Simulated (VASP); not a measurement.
# SnTe (Fm-3m) in VASP: a series of runs

The runs below take SnTe through single point, with LDA.

Everything below comes from runs of VASP 6.6.1. Logs are shortened: lines on timing, memory, paths and dates and some standing lists are left out, and cuts for length are marked.

**Experimental background.**

From a printed reference work, textbook, for a bulk crystal of SnTe at 300 K: band gap 0.18 eV (direct).

The runs below are set against these values where they give the same quantity.

## Step 1: The cell of the first run

The structure is cubic, space group Fm-3m (No. 225). Conventional cell: a = 5.952 Å, b = 5.952 Å, c = 5.952 Å, α = 90.00°, β = 90.00°, γ = 90.00°. Within 3.9 Å of Sn (site symmetry m-3m) lie 6 Te at 2.98 Å. Te (site symmetry m-3m) has 6 Sn at 2.98 Å within 3.9 Å.

## Step 2: Single point, LDA

Input file INCAR:

```
PREC = Accurate
ENCUT = 500
EDIFF = 1E-6
ISMEAR = 0
SIGMA = 0.01
LREAL = F
LASPH = T
NELM = 120
ALGO = Normal
ISIF = 2
LWAVE = F
LCHARG = T
LELF = T
LVHAR = T
NBANDS = 17
GGA_COMPAT = F
```

Input file KPOINTS:

```
Automatic mesh
0
Gamma
  6 6 6
```

Input file POSCAR:

```
SnTe
1.0
    0.0000000000      2.9762109628      2.9762109628
    2.9762109628      0.0000000000      2.9762109628
    2.9762109628      2.9762109628      0.0000000000
Sn Te
1 1
Direct
    0.0000000000      0.0000000000      0.0000000000
    0.5000000000      0.5000000000      0.5000000000
```

Potentials or basis: VASP PAW LDA potentials, release 64 (Sn_d, Te).

Started as:

```bash
> cat potpaw_LDA.64/Sn_d/POTCAR potpaw_LDA.64/Te/POTCAR > POTCAR
> mpirun -np 1 vasp_std > vasp.out
```

OUTCAR:

```text
PREC = Accurate
   ENCUT = 500
   EDIFF = 1E-6
   ISMEAR = 0
   LREAL = F
   LASPH = T
   NELM = 120
   ISIF = 2

 ion  position               nearest neighbor table
   1  0.000  0.000  0.000-   2 2.98   2 2.98   2 2.98   2 2.98   2 2.98   2 2.98
   2  0.500  0.500  0.500-   1 2.98   1 2.98   1 2.98   1 2.98   1 2.98   1 2.98

  LATTYP: Found a face centered cubic cell.
 ALAT       =     5.9524219256

  Lattice vectors:

 A1 = (   0.0000000000,   2.9762109628,   2.9762109628)
 A2 = (   2.9762109628,   0.0000000000,   2.9762109628)
 A3 = (   2.9762109628,   2.9762109628,   0.0000000000)

Analysis of symmetry for initial positions (statically):
=====================================================================
 Subroutine PRICEL returns:
 Original cell was already a primitive cell.

 Routine SETGRP: Setting up the symmetry group for a
 face centered cubic supercell.

 Subroutine GETGRP returns: Found 48 space group operations
 (whereof 48 operations were pure point group operations)
 out of a pool of 48 trial point group operations.

The static configuration has the point symmetry O_h .

Analysis of symmetry for dynamics (positions and initial velocities):
=====================================================================
 Subroutine PRICEL returns:
 Original cell was already a primitive cell.

 Routine SETGRP: Setting up the symmetry group for a
 face centered cubic supercell.

 Subroutine GETGRP returns: Found 48 space group operations
 (whereof 48 operations were pure point group operations)
 out of a pool of 48 trial point group operations.

The dynamic configuration has the point symmetry O_h .

 Subroutine INISYM returns: Found 48 space group operations
 (whereof 48 operations are pure point group operations),
 and found     1 'primitive' translations

----------------------------------------------------------------------------------------

                                     Primitive cell

  volume of cell :      52.7256

  direct lattice vectors                    reciprocal lattice vectors
     0.000000000  2.976210963  2.976210963    -0.167998844  0.167998844  0.167998844
     2.976210963  0.000000000  2.976210963     0.167998844 -0.167998844  0.167998844
     2.976210963  2.976210963  0.000000000     0.167998844  0.167998844 -0.167998844

  length of vectors
     4.208997908  4.208997908  4.208997908     0.290982533  0.290982533  0.290982533

  position of ions in fractional coordinates (direct lattice)
     0.000000000  0.000000000  0.000000000
     0.500000000  0.500000000  0.500000000

  ion indices of the primitive-cell ions
   primitive index   ion index
                 1           1
                 2           2

----------------------------------------------------------------------------------------

 KPOINTS: Automatic mesh

Automatic generation of k-mesh.
 Grid dimensions read from file:
 generate k-points for:    6    6    6

 Generating k-lattice:

  Cartesian coordinates                     Fractional coordinates (reciprocal lattice)
    -0.027999807  0.027999807  0.027999807     0.166666667  0.000000000  0.000000000
     0.027999807 -0.027999807  0.027999807     0.000000000  0.166666667  0.000000000
     0.027999807  0.027999807 -0.027999807     0.000000000  0.000000000  0.166666667

  Length of vectors
     0.048497089  0.048497089  0.048497089

  Shift w.r.t. Gamma in fractional coordinates (k-lattice)
     0.000000000  0.000000000  0.000000000

 Subroutine IBZKPT returns following result:
 ===========================================

 Found     16 irreducible k-points:

 Following reciprocal coordinates:
            Coordinates               Weight
  0.000000  0.000000  0.000000      1.000000
  0.166667  0.000000  0.000000      8.000000
  0.333333  0.000000  0.000000      8.000000
  0.500000  0.000000  0.000000      4.000000
  0.166667  0.166667  0.000000      6.000000
  0.333333  0.166667  0.000000     24.000000
[... 8 lines left out ...]
 -0.333333  0.333333  0.166667     24.000000
 -0.333333  0.500000  0.166667     12.000000
   k-points           NKPTS =     16   k-points in BZ     NKDIM =     16   number of bands    NBANDS=     17
   number of dos      NEDOS =    301   number of ions     NIONS =      2
   total plane-waves  NPLWV =  32768
   dimension x,y,z NGX =    32 NGY =   32 NGZ =   32
   dimension x,y,z NGXF=    64 NGYF=   64 NGZF=   64
   ions per type =               1   1
   NGX,Y,Z   is equivalent  to a cutoff of  12.64, 12.64, 12.64 a.u.
   NGXF,Y,Z  is equivalent  to a cutoff of  25.28, 25.28, 25.28 a.u.
 SYSTEM =  unknown system
   PREC   = accura    normal or accurate (medium, high low for compatibility)
   ISTART =      0    job   : 0-new  1-cont  2-samecut
   ICHARG =      2    charge: 1-file 2-atom 10-const
   ISPIN  =      1    spin polarized calculation?
   LNONCOLLINEAR =      F non collinear calculations
   LSORBIT =      F    spin-orbit coupling
   LASPH  =      T    aspherical Exc in radial PAW
   ENCUT  =  500.0 eV  36.75 Ry    6.06 a.u.   7.67  7.67  7.67*2*pi/ulx,y,z
   NELM   =    120;   NELMIN=  2; NELMDL= -5     # of ELM steps
   EDIFF  = 0.1E-05   stopping-criterion for ELM
   LREAL  =      F    real-space projection
   EDIFFG = 0.1E-04   stopping-criterion for IOM
   NSW    =      0    number of steps for IOM
   IBRION =     -1    ionic relax: 0-MD 1-quasi-New 2-CG
   NFREE  =      0    steps in history (QN), initial steepest desc. (CG)
   ISIF   =      2    stress and relaxation
   ISYM   =      2    0-nonsym 1-usesym 2-fastsym
   POTIM  = 0.5000    time-step for ionic-motion
   TEBEG  =    0.0;   TEEND  =   0.0 temperature during run
   PSTRESS=    0.0 pullay stress
   NELECT =      20.0000    total number of electrons
   NUPDOWN=      -1.0000    fix difference up-down
   EMIN   =  10.00;   EMAX   =-10.00  energy-range for DOS
   EFERMI =   0.00;   METHOD = LEGACY
   ISMEAR =     0;   SIGMA  =   0.01  broadening in eV -4-tet -1-fermi 0-gaus
   EFERMI_NEDOS =   21; number of points for ismear=-14 and -15
   IALGO  =     38    algorithm
   IMIX   =      4    mixing-type and parameters
     AMIX     =   0.40;   BMIX     =  1.00
     AMIX_MAG =   1.60;   BMIX_MAG =  1.00
  volume/ion in A,a.u.               =      26.36       177.90
  Fermi-wavevector in a.u.,A,eV,Ry     =   1.185071  2.239460 19.107938  1.404394
  Thomas-Fermi vector in A             =   2.321272
   LORBIT       =      0    0 simple, 1 ext, 2 COOP (PROOUT), +10 PAW based schemes
   GGA     = CA    functional components
   LHFCALC =     F    Hartree Fock is set to
   AEXX    =    0.0000 exact exchange contribution
   IVDW    =     0    specifies the selected vdW correction
   LEPSILON=     F    determine dielectric tensor
   LRPA    =     F    only Hartree local field effects (RPA)
 non-spin polarized calculation
 Gauss-broadening in eV      SIGMA  =   0.01
  energy-cutoff  :      500.00
  volume of cell :       52.73
 maximum number of plane-waves:      1363
 NGX is ok and might be reduce to    32
   NGX = 15   NGY = 15   NGZ = 15

 number of electron      20.0000007 magnetization

 Free energy of the ion-electron system (eV)
  ---------------------------------------------------
  ext. energy  EPLUGINS =         0.00000000
  ---------------------------------------------------
  free energy    TOTEN  =        -8.61204951 eV

  energy without entropy =       -8.61189759  energy(sigma->0) =       -8.61197355

 E-fermi :   9.1005     XC(G=0): -10.5090

 val. band max:        9.0887582059   @ k =  -0.1667   0.1667   0.0000
 cond. band min:       9.1107622059   @ k =   0.5000   0.0000   0.0000
 fundamental gap:      0.0220040000
 Fermi energy:         9.1004818603

 k-point     1 :       0.0000    0.0000    0.0000
  band No.  band energies     occupation
      1     -12.8957      2.00000
      2     -12.8957      2.00000
      3     -12.8735      2.00000
      4     -12.8735      2.00000
      5     -12.8735      2.00000
      6      -5.1368      2.00000
[... 9 lines left out ...]
     16      13.5447      0.00000
     17      15.3347      0.00000

 k-point     2 :       0.1667    0.0000    0.0000
  band No.  band energies     occupation
      1     -12.8985      2.00000
      2     -12.8985      2.00000
      3     -12.8729      2.00000
      4     -12.8703      2.00000
      5     -12.8703      2.00000
      6      -4.8405      2.00000
[... 9 lines left out ...]
     16      14.1850      0.00000
     17      17.4671      0.00000

 k-point     3 :       0.3333    0.0000    0.0000
  band No.  band energies     occupation
      1     -12.9052      2.00000
      2     -12.9052      2.00000
      3     -12.8719      2.00000
      4     -12.8630      2.00000
      5     -12.8630      2.00000
      6      -4.0352      2.00000
[... 9 lines left out ...]
     16      15.8891      0.00000
     17      20.8691      0.00000

 k-point     4 :       0.5000    0.0000    0.0000
  band No.  band energies     occupation
      1     -12.9087      2.00000
      2     -12.9087      2.00000
      3     -12.8714      2.00000
      4     -12.8592      2.00000
      5     -12.8592      2.00000
      6      -3.3648      2.00000
[... 9 lines left out ...]
     16      18.0822      0.00000
     17      18.4858      0.00000

 k-point     5 :       0.1667    0.1667    0.0000
  band No.  band energies     occupation
      1     -12.9055      2.00000
      2     -12.8932      2.00000
      3     -12.8757      2.00000
      4     -12.8680      2.00000
      5     -12.8680      2.00000
      6      -4.7408      2.00000
[... 9 lines left out ...]
     16      15.2372      0.00000
     17      16.4533      0.00000

 k-point     6 :       0.3333    0.1667    0.0000
  band No.  band energies     occupation
      1     -12.9141      2.00000
      2     -12.8955      2.00000
      3     -12.8751      2.00000
      4     -12.8631      2.00000
      5     -12.8612      2.00000
      6      -4.0989      2.00000
[... 9 lines left out ...]
     16      16.8610      0.00000
     17      18.6595      0.00000

 k-point     7 :       0.5000    0.1667    0.0000
  band No.  band energies     occupation
      1     -12.9162      2.00000
      2     -12.9025      2.00000
      3     -12.8706      2.00000
      4     -12.8612      2.00000
      5     -12.8573      2.00000
      6      -3.2768      2.00000
[... 9 lines left out ...]
     16      18.1620      0.00000
     17      19.0090      0.00000

 k-point     8 :      -0.3333    0.1667    0.0000
  band No.  band energies     occupation
      1     -12.9096      2.00000
      2     -12.9066      2.00000
      3     -12.8690      2.00000
      4     -12.8618      2.00000
      5     -12.8609      2.00000
      6      -3.5133      2.00000
[... 9 lines left out ...]
     16      17.5122      0.00000
     17      19.4912      0.00000

 k-point     9 :      -0.1667    0.1667    0.0000
  band No.  band energies     occupation
      1     -12.9046      2.00000
      2     -12.9006      2.00000
      3     -12.8720      2.00000
      4     -12.8674      2.00000
      5     -12.8647      2.00000
      6      -4.3680      2.00000
[... 9 lines left out ...]
     16      16.7164      0.00000
     17      17.3154      0.00000

 k-point    10 :       0.3333    0.3333    0.0000
  band No.  band energies     occupation
      1     -12.9283      2.00000
      2     -12.8882      2.00000
      3     -12.8802      2.00000
      4     -12.8564      2.00000
      5     -12.8564      2.00000
      6      -3.6763      2.00000
[... 9 lines left out ...]
     16      18.6076      0.00000
     17      18.6078      0.00000

 k-point    11 :       0.5000    0.3333    0.0000
  band No.  band energies     occupation
      1     -12.9325      2.00000
      2     -12.8910      2.00000
      3     -12.8780      2.00000
      4     -12.8546      2.00000
      5     -12.8529      2.00000
      6      -3.0309      2.00000
[... 9 lines left out ...]
     16      18.7599      0.00000
     17      19.7677      0.00000

 k-point    12 :      -0.3333    0.3333    0.0000
  band No.  band energies     occupation
      1     -12.9229      2.00000
      2     -12.8996      2.00000
      3     -12.8697      2.00000
      4     -12.8604      2.00000
      5     -12.8557      2.00000
      6      -2.9123      2.00000
[... 9 lines left out ...]
     16      16.8079      0.00000
     17      19.5921      0.00000

 k-point    13 :       0.5000    0.5000    0.0000
  band No.  band energies     occupation
      1     -12.9412      2.00000
      2     -12.8857      2.00000
      3     -12.8824      2.00000
      4     -12.8502      2.00000
      5     -12.8502      2.00000
      6      -2.8619      2.00000
[... 9 lines left out ...]
     16      20.1545      0.00000
     17      20.3233      0.00000

 k-point    14 :       0.5000    0.3333    0.1667
  band No.  band energies     occupation
      1     -12.9212      2.00000
      2     -12.8971      2.00000
      3     -12.8734      2.00000
      4     -12.8603      2.00000
      5     -12.8566      2.00000
      6      -3.4087      2.00000
[... 9 lines left out ...]
     16      17.5693      0.00000
     17      18.5699      0.00000

 k-point    15 :      -0.3333    0.3333    0.1667
  band No.  band energies     occupation
      1     -12.9225      2.00000
      2     -12.9001      2.00000
      3     -12.8673      2.00000
      4     -12.8651      2.00000
      5     -12.8534      2.00000
      6      -2.9106      2.00000
[... 9 lines left out ...]
     16      19.2396      0.00000
     17      19.3696      0.00000

 k-point    16 :      -0.3333    0.5000    0.1667
  band No.  band energies     occupation
      1     -12.9316      2.00000
      2     -12.8938      2.00000
      3     -12.8748      2.00000
      4     -12.8587      2.00000
      5     -12.8502      2.00000
      6      -2.7629      2.00000
[... 9 lines left out ...]
     16      19.9669      0.00000
     17      20.6957      0.00000

------------------------ aborting loop because EDIFF is reached ----------------------------------------

  FORCE on cell =-STRESS in cart. coord.  units (eV):
  Direction    XX          YY          ZZ          XY          YZ          ZX
  --------------------------------------------------------------------------------------
  -------------------------------------------------------------------------------------
  Total        3.3168903      3.3168903      3.3168903     -0.0000000     -0.0000000      0.0000000
  in kB      100.7907216    100.7907216    100.7907216     -0.0000000     -0.0000000      0.0000000
  external PRESSURE =     100.7907216 kB  Pullay stress =       0.0000000 kB

 VOLUME and BASIS-vectors are now :
 -----------------------------------------------------------------------------
  energy-cutoff  :      500.00
  volume of cell :       52.73
      direct lattice vectors                 reciprocal lattice vectors
     0.000000000  2.976210963  2.976210963    -0.167998844  0.167998844  0.167998844
     2.976210963  0.000000000  2.976210963     0.167998844 -0.167998844  0.167998844
     2.976210963  2.976210963  0.000000000     0.167998844  0.167998844 -0.167998844

 POSITION                                       TOTAL-FORCE (eV/Angst)
 -----------------------------------------------------------------------------------
      0.00000      0.00000      0.00000        -0.000000     -0.000000     -0.000000
      2.97621      2.97621      2.97621         0.000000      0.000000      0.000000
 -----------------------------------------------------------------------------------
    total drift:                                0.000000     -0.000000     -0.000000

  FREE ENERGIE OF THE ION-ELECTRON SYSTEM (eV)
  ---------------------------------------------------
  free  energy   TOTEN  =        -8.6120495054 eV

  energy  without entropy=       -8.6118975887  energy(sigma->0) =       -8.61197355
```

Run time: 12 s. Hardware: 1 thread of Intel Xeon Platinum 8375C at 2.90GHz (Ice Lake), shared host; peak memory 0.15 GiB.

What came out:

```yaml
Free_energy: -8.6120 eV
Pressure: 10.1 GPa
Band_gap_on_the_k_mesh: 0.02 eV, indirect (least direct gap 0.19 eV)
```

Levels at points of the mesh, in eV from the valence-band top:
```csv
k point,band 8,band 9,band 10,band 11,band 12,band 13
"(0.00, 0.00, 0.00)",-2.61,-2.61,-2.61,3.63,3.63,3.63
"(0.50, 0.00, 0.00)",-2.19,-2.19,-0.16,0.02,0.02,0.50
"(0.50, 0.50, 0.00)",-6.73,-4.63,-4.63,1.46,5.74,5.74
```

Caveat: spin-orbit coupling is left out, which moves the levels of the heavy elements. A k mesh can miss the band edges.

(Continued in part 2 of 3.)
